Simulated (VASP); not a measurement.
## VASP 6.6.1 run: InAs

INCAR

```
SIGMA = 0.02
ISMEAR = -1
LREAL = .FALSE.
LASPH = .TRUE.
IBRION = -1
NELMIN = 8
NELM = 120
ISIF = 2
GGA = PE
NSW = 0
EDIFF = 1E-8
PREC = Accurate
ENCUT = 520
NBANDS = 16
LCHARG = .FALSE.
LWAVE = .FALSE.
```

KPOINTS

```
KPOINTS created by Atomic Simulation Environment
0
Gamma
8 8 8
0 0 0
```

POSCAR

```
In As
 1.0000000000000000
     0.0000000000000000    2.9629527589000002    3.1499033599000001
     2.9629527589000002    0.0000000000000000    3.1499033599000001
     2.9629527589000002    2.9629527589000002    0.0000000000000000
 In  As
   1   1
Cartesian
  0.0000000000000000  0.0000000000000000  0.0000000000000000
  1.4814763794500001  1.4814763794500001  1.5749516799500005
```

The recommended PBE PAW datasets give the neutral cell 18 valence electrons.

Command

```
mpirun -np 1 vasp_std
```

OSZICAR

```
N       E                     dE             d eps       ncg     rms          rms(c)
DAV:   1     0.113903204164E+03    0.11390E+03   -0.83249E+03  1896   0.120E+03
DAV:   2    -0.188938017306E+00   -0.11409E+03   -0.10920E+03  2072   0.297E+02
DAV:   3    -0.773292774214E+01   -0.75440E+01   -0.75078E+01  2424   0.751E+01
DAV:   4    -0.792342414507E+01   -0.19050E+00   -0.19043E+00  2336   0.132E+01
DAV:   5    -0.793316379327E+01   -0.97396E-02   -0.97396E-02  2832   0.254E+00    0.454E+00
DAV:   6    -0.767869545034E+01    0.25447E+00   -0.37888E-01  2992   0.103E+01    0.253E+00
DAV:   7    -0.765332145819E+01    0.25374E-01   -0.11697E-01  2640   0.303E+00    0.725E-01
DAV:   8    -0.765433581474E+01   -0.10144E-02   -0.13627E-02  2384   0.132E+00    0.198E-01
DAV:   9    -0.765494149690E+01   -0.60568E-03   -0.10251E-03  2416   0.273E-01    0.117E-01
DAV:  10    -0.765509218506E+01   -0.15069E-03   -0.18920E-04  2512   0.195E-01    0.653E-02
DAV:  11    -0.765513658209E+01   -0.44397E-04   -0.11287E-04  2232   0.120E-01    0.454E-02
DAV:  12    -0.765513741372E+01   -0.83163E-06   -0.69398E-06  2232   0.303E-02    0.797E-03
DAV:  13    -0.765513771390E+01   -0.30018E-06   -0.19105E-06  2344   0.763E-03    0.284E-03
DAV:  14    -0.765513768109E+01    0.32810E-07   -0.12572E-07  2560   0.299E-03    0.115E-03
DAV:  15    -0.765513779808E+01   -0.11699E-06   -0.74287E-09  1944   0.790E-04    0.605E-04
DAV:  16    -0.765513785136E+01   -0.53284E-07   -0.18299E-09  1544   0.565E-04    0.191E-04
DAV:  17    -0.765513785008E+01    0.12853E-08   -0.77079E-10  1136   0.265E-04
   1 F= -.76551379E+01 E0= -.76550830E+01  d E =-.109643E-03
```

From OUTCAR

```
k-points           NKPTS =     59   k-points in BZ     NKDIM =     59   number of bands    NBANDS=     16

   NELECT =      18.0000    total number of electrons

   dimension x,y,z NGX =    32 NGY =   32 NGZ =   32
   dimension x,y,z NGXF=    64 NGYF=   64 NGZF=   64

  energy-cutoff  :      520.00
  volume of cell :       55.31
      direct lattice vectors                 reciprocal lattice vectors
     0.000000000  2.962952759  3.149903360    -0.168750581  0.168750581  0.158735029
     2.962952759  0.000000000  3.149903360     0.168750581 -0.168750581  0.158735029
     2.962952759  2.962952759  0.000000000     0.168750581  0.168750581 -0.158735029

 k-points in reciprocal lattice and weights: KPOINTS created by Atomic Simulation Env
   0.00000000  0.00000000  0.00000000       0.002
   0.12500000  0.00000000  0.00000000       0.016
   0.25000000  0.00000000  0.00000000       0.016
   0.37500000  0.00000000  0.00000000       0.016
   0.50000000  0.00000000  0.00000000       0.008
   0.12500000  0.12500000  0.00000000       0.004
   0.25000000  0.12500000  0.00000000       0.016
   0.37500000  0.12500000  0.00000000       0.016
   ...

 E-fermi :   4.6099

 k-point     1 :       0.0000    0.0000    0.0000
  band No.  band energies     occupation
      1      -9.9050      2.00000
      2      -9.8815      2.00000
      3      -9.8815      2.00000
      4      -9.7696      2.00000
      5      -9.7625      2.00000
      6      -7.3452      2.00000
      7       4.2830      2.00000
      8       4.2833      2.00000
      9       4.6098      1.00176
     10       4.6098      1.00176
     11       8.3898      0.00000
     12       8.3898      0.00000
     13       8.5133      0.00000
     14      12.0006      0.00000
     15      13.5800      0.00000
     16      14.2029      0.00000

 k-point     2 :       0.1250    0.0000    0.0000
  band No.  band energies     occupation
      1      -9.9131      2.00000
      2      -9.8872      2.00000
      3      -9.8759      2.00000
      4      -9.7704      2.00000
      5      -9.7615      2.00000
      6      -7.1842      2.00000
      7       2.6068      2.00000
      8       4.1860      2.00000
      9       4.4378      1.99963
     10       5.5982      0.00000
     11       8.4501      0.00000
     12       8.6825      0.00000
     13       8.8471      0.00000
     14      12.6707      0.00000
     15      13.0521      0.00000
     16      13.6730      0.00000

 k-point     3 :       0.2500    0.0000    0.0000
  band No.  band energies     occupation
      1      -9.9542      2.00000
      2      -9.8780      2.00000
      3      -9.8639      2.00000
      4      -9.7711      2.00000
      5      -9.7576      2.00000
      6      -6.7432      2.00000
      7       0.8073      2.00000
      8       3.7713      2.00000
      9       4.1003      2.00000
     10       5.7276      0.00000
     11       8.9792      0.00000
     12       9.1953      0.00000
     13       9.7556      0.00000
     14      12.6273      0.00000
     15      13.2194      0.00000
     16      13.2469      0.00000

 ...

  Total        1.5956775      1.5956775      0.8272422      0.0000000      0.0000000      0.0000000
  in kB       46.2252254     46.2252254     23.9644014      0.0000000      0.0000000      0.0000000
  external PRESSURE =      38.8049507 kB  Pullay stress =       0.0000000 kB

 POSITION                                       TOTAL-FORCE (eV/Angst)
 -----------------------------------------------------------------------------------
      0.00000      0.00000      0.00000         0.000000      0.000000      0.000000
      1.48148      1.48148      1.57495        -0.000000     -0.000000     -0.000000
 -----------------------------------------------------------------------------------
    total drift:                               -0.000000     -0.000000     -0.000000

  FREE ENERGIE OF THE ION-ELECTRON SYSTEM (eV)
  ---------------------------------------------------
  free  energy   TOTEN  =        -7.6551378501 eV

  energy  without entropy=       -7.6550282069  energy(sigma->0) =       -7.65508303
```

It converged. Results: gap between bands v and c on the k mesh 0.00 eV; least direct gap on the k mesh 0.00 eV; pressure 3.9 GPa. Band v is the last that the valence electrons fill when counted band by band, and c is the next.

For comparison, a separate PBE run of the intended cell, on usual settings and not on those above, gives a gap of 0.00 eV on its mesh and a pressure of 3.9 GPa.

The run above took about 50 s on one core of a shared host (Intel Xeon Platinum 8488C) and held 0.2 GiB at most.
